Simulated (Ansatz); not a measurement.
Input and command of a plane-wave DFT calculation in Ansatz:

```yaml
crystal:
  lattice:
    - [3.113925162, 0.0, 0.0]
    - [0.0, 3.113925162, 0.0]
    - [0.0, 0.0, 3.113925162]
  atoms:
    - { symbol: Ti, position: [0.0, 0.0, 0.0] }
    - { symbol: Ti, position: [0.5, 0.5, 0.5] }
basis:
  ecutwfc: 420
kpoints:
  mp_grid: { grid: [16, 16, 16] }
hamiltonian:
  xc: pbesol
scf:
  occupations: { method: gaussian, width: 0.1 }
output:
  forces: true
  stress: true
  eigenvalues: true
```

```bash
ansatz run input.yaml --threads 1 --pin off --max-ram 2560MiB --backend cpu --events-out ev --progress --plain --runs-dir out
```

Processor: Arm Neoverse V2, 1 thread, on a host shared with other jobs.

How long does it run, and how much memory does it take?

About 3.1 s on 1 thread of Arm Neoverse V2, on a shared host, peak memory 0.34 GiB. It solves 16 bands at 165 k points (the mesh reduced by the symmetry that the task leaves, which can be less than the crystal's) with about 619 plane waves, in 6 SCF iterations.
